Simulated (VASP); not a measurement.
ZrS: single point with PBEsol

Crystal: ZrS.

```xyz
2
Lattice="0.0000 2.5831 2.5831 2.5831 0.0000 2.5831 2.5831 2.5831 0.0000" Properties=species:S:1:pos:R:3 pbc="T T T"
Zr    0.0000    0.0000    0.0000
S     2.5831    2.5831    2.5831
```

* Program: VASP 6.6.1
* Task: single point
* Functional: PBEsol
* Potentials or basis: VASP PAW PBE potentials, release 64 (Zr_sv, S)
* Cutoff: 520 eV
* k mesh: 22 × 22 × 22
* Occupations: gaussian, width 0.15 eV
* Spin: no spin polarisation

| Item | Value |
| --- | --- |
| Pressure | 0.2 GPa |
| Band gap on the k mesh | none (metal or under the smearing width) |

Levels at points of the mesh, in eV from the Fermi level:
| k point | band 5 | band 6 | band 7 | band 8 | band 9 | band 10 | band 11 | band 12 | band 13 | band 14 |
| --- | --- | --- | --- | --- | --- | --- | --- | --- | --- | --- |
| (0.00, 0.00, 0.00) | -16.03 | -3.52 | -3.52 | -3.52 | -1.47 | -1.47 | -1.47 | -0.74 | -0.74 | 2.21 |
| (0.50, 0.00, 0.00) | -14.29 | -8.26 | -6.15 | -6.15 | 1.59 | 1.59 | 1.93 | 1.95 | 5.94 | 5.94 |
| (0.50, 0.50, 0.00) | -15.14 | -6.33 | -4.48 | -4.48 | -3.68 | 0.54 | 2.56 | 2.56 | 3.02 | 3.66 |

Run time: 2.4 min on 1 thread of Intel(R) Xeon(R) Platinum 8559C (Emerald Rapids), on a shared host, peak memory 0.29 GiB.

Caveat: the PAW data sets were made with another functional, which shifts forces and pressure a little.
